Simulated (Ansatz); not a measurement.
Write the native input for Ansatz 0.2.0 that does the following.

```
Task                : band structure
Functional          : PBE
Potentials or basis : all-electron LAPW, scalar-relativistic
Cutoff              : 174 eV (chosen from the basis error)
Basis error allowed : 0.001 eV/atom
k mesh              : 9 × 9 × 5
Occupations         : fermi-dirac, width 0.05 eV
Spin                : no spin polarisation
```

Crystal: Zr.

```
Zr
1.0
     3.23200    0.00000    0.00000
    -1.61600    2.79899    0.00000
     0.00000    0.00000    5.14700
Zr
2
Direct
  0.66667 0.33333 0.75000
  0.33333 0.66667 0.25000
```

One way to write it, as run:

input.yaml

```yaml
crystal:
  lattice:
    - [3.232, 0.0, 0.0]
    - [-1.616, 2.798994105, 0.0]
    - [0.0, 0.0, 5.147]
  atoms:
    - { symbol: Zr, position: [0.6666666667, 0.3333333333, 0.75] }
    - { symbol: Zr, position: [0.3333333333, 0.6666666667, 0.25] }
kpoints:
  mp_grid: { grid: [9, 9, 5] }
  band_path:
    path:
      - [0.0, 0.0, 0.0]
      - [0.5, 0.0, 0.0]
      - [0.3333333333, 0.3333333333, 0.0]
      - [0.0, 0.0, 0.0]
      - [0.0, 0.0, 0.5]
      - [0.5, 0.0, 0.5]
      - [0.3333333333, 0.3333333333, 0.5]
      - [0.0, 0.0, 0.5]
    npoints: 6
scf:
  occupations: { method: fermi_dirac, width: 0.05 }
hamiltonian:
  xc: pbe
  pseudopotentials: { kind: all_electron, lapw: { basis_error: 0.001 } }
output:
  forces: true
  stress: true
  eigenvalues: true
```

Potentials or basis: all-electron LAPW, scalar-relativistic.

Launch:

```console
$ ansatz run input.yaml --threads 1 --pin off --max-ram 3072MiB --backend cpu --events-out ev --progress --plain --runs-dir out
```

It gave:

```
Pressure                : 0.5 GPa
Band gap along the path : none (metal or under the smearing width)
```

It took 12 s on 1 thread of Arm Neoverse V1, on a shared host, peak memory 0.29 GiB.
